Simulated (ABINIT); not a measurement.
Here is an ABINIT 10.8.3 (patched build) calculation.

Contents of run.abi:

```
pp_dirpath "./"
pseudos "In.GGA_PBE-JTH.xml"

acell 3*1.0 Angstrom
rprim
     3.3354847820     0.0000000000     0.0000000000
    -1.6677423910     2.8886145552     0.0000000000
     0.0000000000     0.0000000000    20.5091429200
ntypat 1
znucl 49
natom 3
typat 1 1 1
xcart
     0.0000000000     1.9257430175     7.5000000000
     1.6677423910     0.9628715376    10.2545714600
     0.0000000000     1.9257430175    13.0091429200 Angstrom
chkprim 0
chksymtnons 0
tolsym 1.0e-6

ecut 22.0
pawecutdg 44.0
pawxcdev 0

kptopt 1
ngkpt 9 9 1
nshiftk 1
shiftk 0.0 0.0 0.0

ixc 11

nband 24
occopt 3
tsmear 0.05 eV

nstep 120
tolvrs 1.0e-9

iomode 3
prtwf 0
prteig 0
prtebands 0
enunit 1
prtvol 2
prtden 1
prtvha 1
prtvclmb 1
prtpot 1
```

Potentials or basis: JTH PAW PBE v2.0.

The run is started by

```bash
$ mpirun --bind-to none -np 4 abinit run.abi > log 2>&1
```

**Question.** Predict the work function.

**Answer.** 3.87 eV.

**Question.** Estimate the largest force.

**Answer.** 0.082 eV/Å.

**Question.** Predict the band gap on the k mesh.

**Answer.** None (metal or under the smearing width).

Forces on the atoms (eV/Å):
```
In   0.000  0.000 -0.082
In   0.000  0.000  0.000
In   0.000  0.000  0.082
```
